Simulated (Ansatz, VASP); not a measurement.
One calculation of Ag2O, two programs

```
CELL_PARAMETERS angstrom
4.75399 0.00000 0.00000
0.00000 4.75399 0.00000
0.00000 0.00000 4.75399
ATOMIC_POSITIONS crystal
Ag 0.25000 0.25000 0.75000
Ag 0.75000 0.25000 0.25000
Ag 0.25000 0.75000 0.25000
Ag 0.75000 0.75000 0.75000
O 0.00000 0.00000 0.00000
O 0.50000 0.50000 0.50000
```

Alike in both runs: task relaxation of cell and atoms; functional PBE; k mesh 8 × 8 × 8; occupations gaussian, width 0.1 eV; no spin polarisation.

|  | VASP | Ansatz |
| --- | --- | --- |
| version | VASP 6.6.1 | Ansatz 0.2.0 |
| potentials or method | VASP PAW PBE potentials, release 64 (Ag, O) | scalar-relativistic, plane waves, PAW |
| plane-wave cutoff (eV) | 600 | 420 |
| valence electrons in the cell | 56 | 88 |

|  | VASP | Ansatz | Ansatz less VASP |
| --- | --- | --- | --- |
| gap on the k mesh at the Fermi level, each at its own relaxed structure (eV) | none | none | - |
| relaxed volume (Å³/atom) | 18.53 | 18.57 | +0.039 |
| relaxed cell length with the largest relative difference (Å) | 4.809 | 4.812 | +0.0034 |
| energy change over the relaxation (meV/atom) | -5 | -6 | -0.7 |

A gap of «none» marks a metal or a gap that the smearing closes. The two sets of potentials don't hold the same shells in valence.
